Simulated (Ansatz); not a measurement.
## CoO: levels along high-symmetry lines

```
Co O
1.0
     0.00000    2.13150    2.13150
     2.13150    0.00000    2.13150
     2.13150    2.13150    0.00000
Co O
1 1
Direct
  0.00000 0.00000 0.00000
  0.50000 0.50000 0.50000
```

Atom numbers follow the list: Co1, O2.

The cell is COD entry 1533087, as deposited and not checked against the literature; nothing was relaxed.

Semilocal functionals without U often leave such compounds metallic or with too small a gap, and the real magnetic order may differ.

Other magnetic orders may lie lower; this is the state that the run reached.

All numbers below come from DFT, PBE, all-electron LAPW, scalar-relativistic in Ansatz 0.2.0.

Settings: a Γ-centred 15×15×15 k mesh, Fermi–Dirac smearing of 0.05 eV, basis error target 0.5 meV/atom, spin-polarised from start moments Co1 2 μB, ending with a cell moment of 2.94 μB.

Points in fractions of the reciprocal vectors of this cell: Γ (0, 0, 0), X (0.5, 0, 0.5), U (0.625, 0.25, 0.625), K (0.375, 0.375, 0.75), L (0.5, 0.5, 0.5), W (0.5, 0.25, 0.75). The path joins them by straight lines in the order Γ–X–U–K–Γ–L–W–X; legs that retrace an earlier one aren't tabulated. Energies are in eV from the Fermi level.

Q: Metal or insulator at this level of theory?

A: No gap opens: metallic or semimetallic.

Q: Tabulate bands 10 to 15 of the spin-down channel, counted from the lowest band of the run, along the path.

A: 
```json
{"k (1/Å)": "0.00", "point": "Γ", "band 10": "-1.10", "band 11": "-1.10", "band 12": "-1.10", "band 13": "0.13", "band 14": "0.13", "band 15": "1.46"}
{"k (1/Å)": "0.37", "point": "", "band 10": "-1.27", "band 11": "-0.59", "band 12": "-0.59", "band 13": "0.19", "band 14": "0.66", "band 15": "3.05"}
{"k (1/Å)": "0.74", "point": "", "band 10": "-1.68", "band 11": "-0.01", "band 12": "-0.01", "band 13": "0.36", "band 14": "1.06", "band 15": "5.62"}
{"k (1/Å)": "1.11", "point": "", "band 10": "-2.07", "band 11": "0.16", "band 12": "0.16", "band 13": "0.53", "band 14": "1.18", "band 15": "6.77"}
{"k (1/Å)": "1.47", "point": "X", "band 10": "-2.23", "band 11": "0.13", "band 12": "0.13", "band 13": "0.60", "band 14": "1.05", "band 15": "6.63"}
{"k (1/Å)": "1.60", "point": "", "band 10": "-2.07", "band 11": "0.12", "band 12": "0.14", "band 13": "0.69", "band 14": "1.08", "band 15": "6.74"}
{"k (1/Å)": "1.73", "point": "", "band 10": "-1.75", "band 11": "0.10", "band 12": "0.14", "band 13": "0.92", "band 14": "1.12", "band 15": "7.07"}
{"k (1/Å)": "1.86", "point": "", "band 10": "-1.38", "band 11": "0.05", "band 12": "0.15", "band 13": "1.17", "band 14": "1.26", "band 15": "7.56"}
{"k (1/Å)": "1.99", "point": "U", "band 10": "-1.01", "band 11": "-0.02", "band 12": "0.15", "band 13": "1.19", "band 14": "1.66", "band 15": "8.16"}
{"k (1/Å)": "2.22", "point": "", "band 10": "-0.72", "band 11": "-0.11", "band 12": "0.15", "band 13": "1.16", "band 14": "1.82", "band 15": "8.66"}
{"k (1/Å)": "2.45", "point": "", "band 10": "-0.38", "band 11": "-0.35", "band 12": "0.14", "band 13": "1.14", "band 14": "1.87", "band 15": "9.11"}
{"k (1/Å)": "2.67", "point": "", "band 10": "-0.72", "band 11": "-0.11", "band 12": "0.15", "band 13": "1.16", "band 14": "1.82", "band 15": "8.66"}
{"k (1/Å)": "2.90", "point": "K", "band 10": "-1.01", "band 11": "-0.02", "band 12": "0.15", "band 13": "1.19", "band 14": "1.66", "band 15": "8.16"}
{"k (1/Å)": "3.29", "point": "", "band 10": "-0.31", "band 11": "-0.15", "band 12": "0.08", "band 13": "1.05", "band 14": "2.63", "band 15": "7.71"}
{"k (1/Å)": "3.68", "point": "", "band 10": "-0.67", "band 11": "-0.23", "band 12": "-0.11", "band 13": "0.70", "band 14": "2.40", "band 15": "5.36"}
{"k (1/Å)": "4.07", "point": "", "band 10": "-0.98", "band 11": "-0.74", "band 12": "-0.67", "band 13": "0.36", "band 14": "1.09", "band 15": "2.96"}
{"k (1/Å)": "4.46", "point": "Γ", "band 10": "-1.10", "band 11": "-1.10", "band 12": "-1.10", "band 13": "0.13", "band 14": "0.13", "band 15": "1.46"}
{"k (1/Å)": "4.78", "point": "", "band 10": "-0.92", "band 11": "-0.92", "band 12": "-0.86", "band 13": "0.64", "band 14": "0.64", "band 15": "2.49"}
{"k (1/Å)": "5.10", "point": "", "band 10": "-0.58", "band 11": "-0.58", "band 12": "-0.51", "band 13": "1.62", "band 14": "1.62", "band 15": "4.17"}
{"k (1/Å)": "5.42", "point": "", "band 10": "-0.26", "band 11": "-0.26", "band 12": "-0.07", "band 13": "2.43", "band 14": "2.43", "band 15": "5.17"}
{"k (1/Å)": "5.74", "point": "L", "band 10": "-0.12", "band 11": "-0.12", "band 12": "0.18", "band 13": "2.75", "band 14": "2.75", "band 15": "5.28"}
{"k (1/Å)": "6.00", "point": "", "band 10": "-0.19", "band 11": "-0.13", "band 12": "0.15", "band 13": "2.32", "band 14": "2.63", "band 15": "6.06"}
{"k (1/Å)": "6.26", "point": "", "band 10": "-0.32", "band 11": "-0.23", "band 12": "0.13", "band 13": "1.65", "band 14": "2.28", "band 15": "7.65"}
{"k (1/Å)": "6.52", "point": "", "band 10": "-0.38", "band 11": "-0.35", "band 12": "0.14", "band 13": "1.14", "band 14": "1.87", "band 15": "9.11"}
{"k (1/Å)": "6.78", "point": "W", "band 10": "-0.38", "band 11": "-0.38", "band 12": "0.13", "band 13": "0.95", "band 14": "1.68", "band 15": "8.92"}
{"k (1/Å)": "6.96", "point": "", "band 10": "-0.82", "band 11": "-0.10", "band 12": "0.13", "band 13": "0.94", "band 14": "1.59", "band 15": "8.41"}
{"k (1/Å)": "7.15", "point": "", "band 10": "-1.37", "band 11": "0.05", "band 12": "0.13", "band 13": "0.89", "band 14": "1.34", "band 15": "7.52"}
{"k (1/Å)": "7.33", "point": "", "band 10": "-1.93", "band 11": "0.12", "band 12": "0.13", "band 13": "0.74", "band 14": "1.11", "band 15": "6.86"}
{"k (1/Å)": "7.52", "point": "X", "band 10": "-2.23", "band 11": "0.13", "band 12": "0.13", "band 13": "0.60", "band 14": "1.05", "band 15": "6.63"}
```
